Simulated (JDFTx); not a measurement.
Runs of JDFTx 1.7.0 (patched build) on SiC (Moissanite). It takes space group P6_3mc (No. 186, hexagonal). The conventional cell has a = 3.076 Å, b = 3.076 Å, c = 5.048 Å, α = 90.00°, β = 90.00°, γ = 120.00°. Around Si (site symmetry 3m) lie 4 C at 1.87 to 1.94 Å. C (site symmetry 3m) is surrounded by 4 Si at 1.87 to 1.94 Å. 

| task | level | potentials or basis | k mesh | cutoff (eV) | smearing | max SCF steps | SCF threshold on the energy | solver of the electrons | further solve for the empty bands | local potential set to -Z/r beyond | mesh quality | gap on the mesh (eV) | pressure (GPa) | largest force (eV/Å) |
| --- | --- | --- | --- | --- | --- | --- | --- | --- | --- | --- | --- | --- | --- | --- |
| single point | LDA | PseudoDojo-SR-LDA-0.4.1-standard | 10 × 10 × 5 | 1116 | fermi-dirac 0.05 eV | 100 | 1e-09 Ha | scf | yes | - | not flagged | 2.38 | -4.5 | (a) |
| single point | PBEsol | PseudoDojo-SR-PBEsol-0.4.1-standard | 10 × 10 × 5 | 1116 | fermi-dirac 0.05 eV | 100 | 1e-09 Ha | scf | yes | - | not flagged | (c) | 0.3 | 0.76 |
| single point | revPBE | PseudoDojo-SR-PBE-0.5-standard with smoothed tails | 10 × 10 × 5 | 1116 | fermi-dirac 0.05 eV | 100 | 1e-09 Ha | scf | yes | 6 bohr | not flagged | 2.54 | 4.3 | 0.76 |
| single point | BLYP | PseudoDojo-SR-PBE-0.5-standard with smoothed tails | 10 × 10 × 5 | 1116 | gaussian 0.05 eV | 100 | 1e-09 Ha | scf | yes | 6 bohr | not flagged | 2.82 | 10.2 | 0.77 |
| screening | PBE | PseudoDojo-SR-PBE-0.5-standard | 4 × 4 × 2 | 1116 | fermi-dirac 0.05 eV | 100 | 1e-09 Ha | scf | yes | - | coarse | 2.58 | 3.9 | (b) |
| single point | RPBE | PseudoDojo-SR-PBE-0.5-standard with smoothed tails | 10 × 10 × 5 | 1116 | fermi-dirac 0.05 eV | 100 | 1e-09 Ha | scf | yes | 6 bohr | not flagged | 2.57 | 4.6 | 0.76 |

Alike in all rows: no spin polarisation; cell as given.

Estimate the missing entries.

(a) 0.73; (b) 0.69; (c) 2.33.

Caveats: some runs use coarse meshes; the empty levels aren't tightly converged (some runs); an odd mesh through Γ misses points on the zone boundary, where band edges often lie (some runs); the potentials were made for another functional, which shifts forces and pressure (some runs).

Not every run made on this cell is shown here.
